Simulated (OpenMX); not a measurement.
Crystal: CuO.

```
Cu O
1.0
     0.00000    2.11656    2.11656
     2.11656    0.00000    2.11656
     2.11656    2.11656    0.00000
Cu O
1 1
Direct
  0.02950 0.02810 0.90803
  0.47050 0.47190 0.59197
```

The cell comes from a database or a generator and needn't be the stable form of this composition.

The cell isn't the ideal one: atom 2 moved 0.45 Å.

Base run:

| Property | Result |
| --- | --- |
| Program | OpenMX 3.8.5 |
| Functional | PBE |
| Potentials or basis | OpenMX 2013 PBE set, Cu6.0H-s3p2d2f1, O6.0-s3p2d2, grid cutoff 500 Ry |
| k mesh | 11 × 11 × 11 |
| Occupations | fermi-dirac, width 0.05 eV |
| Spin | no spin polarisation |

Its results: pressure 21.4 GPa; largest force 1.277 eV/Å.

Question: The run is repeated on the same cell with these changes: potentials or basis from OpenMX 2013 PBE set, Cu6.0H-s3p2d2f1, O6.0-s3p2d2, grid cutoff 500 Ry to OpenMX 2013 PBE set, Cu6.0H-s3p2d2, O6.0-s2p2d1, grid cutoff 500 Ry. What comes out?

Answer: Pressure 22.8 GPa; largest force 1.362 eV/Å.

Caveats: so large a pressure means that the cell lies far from this level's equilibrium, or that cutoff or potentials fall short; the basis of atomic orbitals isn't converged, which shifts pressures, moduli and gaps; an odd number of electrons without spin polarisation forces a metal; a magnetic or distorted state may lie lower; the run has no spin polarisation, though such a crystal can be magnetic.
